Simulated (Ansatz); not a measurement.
NiO

Method: PBE+U (U_eff = 6.2 eV on Ni 3d), scalar-relativistic; collinear spin; PAW, 420 eV, Γ-centred 10×10×5 mesh, 0.05 eV Gaussian smearing; code Ansatz; PAW files: Ansatz's generated set soft_2.

```xyz
4
Lattice="0.0000 2.1262 2.1262 2.1262 0.0000 2.1262 4.2493 4.2493 0.0030" Properties=species:S:1:pos:R:3 pbc="T T T"
Ni    0.0000    0.0000    0.0000
O     2.1254    2.1254    2.1269
Ni    2.1247    2.1247    0.0015
O     4.2501    4.2501    2.1284
```

The chain of runs began from a cell as deposited in COD, expanded in volume.

Magnetic state: antiferromagnetic, site spin moments Ni 1.69, -1.69 μB.

The cell is relaxed to zero pressure at this level.

Elastic constants come from the stress of slightly strained cells with relaxed atoms, in GPa, Voigt order xx, yy, zz, yz, xz, xy in the Cartesian frame of the vectors above.

```
324.8 109.0 109.0   0.4   0.6  -0.6
109.0 324.8 109.0   0.6   0.4  -0.6
109.0 109.0 324.8   0.6   0.6  -0.4
  0.4   0.6   0.6  86.3   0.0   0.0
  0.6   0.4   0.6   0.0  86.3   0.0
 -0.6  -0.6  -0.4   0.0   0.0  86.3
```

Question: Work out the Voigt, Reuss and Hill moduli.

Answer: Voigt: K = (C11 + C22 + C33 + 2(C12 + C13 + C23))/9 = 181 GPa, G = (C11 + C22 + C33 − C12 − C13 − C23 + 3(C44 + C55 + C66))/15 = 95 GPa. Reuss, from the compliances S = C⁻¹: K = 181 GPa, G = 94 GPa. Hill means: K = 181 GPa, G = 94 GPa.

Question: And Young's modulus, Poisson's ratio, Pugh's ratio and the anisotropy?

Answer: E = 9KG/(3K + G) = 241 GPa, ν = (3K − 2G)/(6K + 2G) = 0.28, K/G = 1.92 (over the 1.75 that Pugh's rule, made for metals, takes as the line between brittle and ductile), universal anisotropy index 5G_V/G_R + K_V/K_R − 6 = 0.06. The eigenvalues of C are 86, 86, 86, 216, 216, 543 GPa, all positive.

Question: What sound velocities and Debye temperature follow for a polycrystal?

Answer: With a density of 6.459 g/cm³ (mean mass 37.3 u, 9.60 Å³/atom), K = 180.9 and G = 94.4 GPa from the unrounded constants, v_l = √((K + 4G/3)/ρ) = 6890 m/s and v_t = √(G/ρ) = 3820 m/s. The mean [(1/v_l³ + 2/v_t³)/3]^(−1/3) is 4260 m/s, and θ_D = (ħ/k_B)(6π²/V)^(1/3) v_m ≈ 600 K, with V the volume an atom. This is the low-temperature, elastic estimate.

For a cubic crystal three numbers say it all: C11 = 324.8, C12 = 109.0, C44 = 86.3 GPa. K = (C11 + 2C12)/3 = 180.9 GPa. The two shear moduli are C44 and C′ = (C11 − C12)/2 = 107.9 GPa, so Zener's ratio C44/C′ is 0.80: the crystal is stiffest along ⟨100⟩ and softest along ⟨111⟩. The Cauchy pressure C12 − C44 is 23 GPa; pair forces would make it zero if every atom sat on a centre of inversion, as here.

The equation of state, an independent route, gives B0 = 181 GPa, against 181 GPa here.

It ran for 38 s on 4 threads of Arm Neoverse V2, on a shared host, peak memory 0.68 GiB.

Open d and f shells can converge to several self-consistent states; this is the one that the run reached. Site moments are of spin, integrated over atomic spheres.
